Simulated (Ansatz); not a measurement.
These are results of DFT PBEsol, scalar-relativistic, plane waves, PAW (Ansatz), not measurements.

Cutoff 420 eV; k points 9×9×9 on the computed 4-atom cell (Γ-centred); Gaussian smearing, width 0.02 eV; no spin polarisation.

```
Ga P
1.0
     2.01901    1.16567    6.87524
    -2.01901    1.16567    6.87524
     0.00000   -2.33135    6.87524
Ga P
2 2
Cartesian
  0.0000 0.0000 8.9464
  0.0000 0.0000 11.6794
  0.0000 0.0000 1.0994
  0.0000 0.0000 19.5263
```

Q: Is this geometry at equilibrium? Which atom feels the largest force?

A: It isn't. Atom 4 (P) feels (0.00, 0.00, -0.89) eV/Å, 0.894 eV/Å in size, and symmetry-related atoms feel the same size.

Q: Give all forces and the stress.

A:
| atom | Fx | Fy | Fz |
| --- | --- | --- | --- |
| Ga1 | 0.000 | 0.000 | -0.048 |
| Ga2 | 0.000 | 0.000 | 0.048 |
| P3 | 0.000 | 0.000 | 0.894 |
| P4 | 0.000 | 0.000 | -0.894 |
Stress (GPa, compression positive):
```
-8.15  0.00  0.00
 0.00 -8.15  0.00
 0.00  0.00 -9.46
```

The smearing is narrow for a metal on this mesh.

This form isn't the usual stable structure of the compound. The bands only touch here, so at this level the crystal is a zero-gap semiconductor or semimetal, not an ordinary metal; spin–orbit coupling, left out, can open or move such a gap.